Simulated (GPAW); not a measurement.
The system is KI.

```xyz
2
Lattice="0.0000 3.5328 3.5328 3.5328 0.0000 3.5328 3.5328 3.5328 0.0000" Properties=species:S:1:pos:R:3 pbc="T T T"
I     3.5328    3.5328    3.5328
K     0.0000    0.0000    0.0000
```

* Program: GPAW 26.7.0
* Task: relaxation of cell and atoms
* Functional: PBEsol
* Dispersion: D3(BJ)
* Potentials or basis: PAW data sets generated in the run's folder for this functional
* Cutoff: 600 eV
* Basis: pw
* k mesh: 7 × 7 × 7
* Occupations: fermi-dirac, width 0.05 eV
* Spin: no spin polarisation

At the start: pressure -1.2 GPa; volume 44.09 Å³/atom.

**Question.** How do energy, volume and symmetry change on relaxing?

**Answer.** Over 4 steps the energy falls by 16.5 meV/atom and the volume is 40.05 Å³/atom (-9.2 %); space group Fm-3m (No. 225, to 0.05 Å).

The path:
| step | energy change (eV) | largest force (eV/Å) | pressure (GPa) | volume (Å³) |
| --- | --- | --- | --- | --- |
| 1 | 0.0000 | 0.0000 | -1.17 | 88.18 |
| 2 | -0.0043 | 0.0000 | -1.11 | 87.57 |
| 3 | -0.0321 | 0.0000 | 0.24 | 78.71 |
| 4 | -0.0330 | 0.0000 | -0.03 | 80.10 |

Final structure:
```xyz
2
Lattice="0.0000 3.4214 3.4214 3.4214 0.0000 3.4214 3.4214 3.4214 0.0000" Properties=species:S:1:pos:R:3 pbc="T T T"
I     3.4214    3.4214    3.4214
K     0.0000    0.0000    0.0000
```

Caveat: later steps reuse the first step's grids.
